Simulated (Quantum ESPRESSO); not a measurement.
# FeO in Quantum ESPRESSO: the effect of functional

FeO:

```
Fe O
1.0
     1.51768    0.87623    2.51579
    -1.51768    0.87623    2.51579
     0.00000   -1.75247    2.51579
Fe O
1 1
Cartesian
  0.0000 0.0000 0.0000
  0.0000 0.0000 3.7737
```

Alike in all runs:

| Property | Result |
| --- | --- |
| Program | Quantum ESPRESSO 7.5 |
| Task | single point |
| Potentials or basis | PseudoDojo 0.4.1 SR PBEsol standard |
| Cutoff | 1225 eV |
| Density cutoff | 4898 eV |
| k mesh | 8 × 8 × 8 |
| Occupations | gaussian, width 0.05 eV |
| Spin | collinear spin, ferromagnetic start |
| Starting moments | [4.0, 0.0] μB |
| Hubbard terms | Fe d U = 3 eV |

Problem. One run gave: pressure 0.3 GPa. Which functional did it use?
A. revPBE
B. PBEsol
C. PW91
D. LDA
E. RPBE

Solution. C.

```csv
functional,pressure (GPa)
LDA,-13.7
PBEsol,-7.2
revPBE,4.7
RPBE,6.1
PW91,0.3
```

Caveats: a cell with one magnetic atom can't hold antiferromagnetic order, which such compounds often take; the potentials were made for another functional, which shifts forces and pressure (some runs).

Runs at the PBE level aren't shown here.
